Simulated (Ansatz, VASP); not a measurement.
**One calculation of C, two programs**

```
C
1.0
     0.00000    1.73343    1.61243
     1.73343    0.00000    1.61243
     1.73343    1.73343    0.00000
C
2
Cartesian
  1.7334 1.7334 1.6124
  2.6001 2.6001 2.4187
```

Alike in both runs: task single point; functional LDA; k mesh 12 × 12 × 12; occupations gaussian, width 0.05 eV; no spin polarisation.

|  | VASP | Ansatz |
| --- | --- | --- |
| version | VASP 6.6.1 | Ansatz 0.2.0 |
| potentials or method | VASP PAW LDA potentials, release 64 (C) | scalar-relativistic, plane waves, PAW |
| plane-wave cutoff (eV) | 520 | 520 |
| valence electrons in the cell | 8 | 8 |

|  | VASP | Ansatz | Ansatz less VASP |
| --- | --- | --- | --- |
| gap on the k mesh at the Fermi level (eV) | 2.53 | 2.54 | +0.014 |
| least direct gap on the mesh (eV) | 4.67 | 4.67 | -0.004 |

Ansatz warned: «pseudo_functional_mismatch».
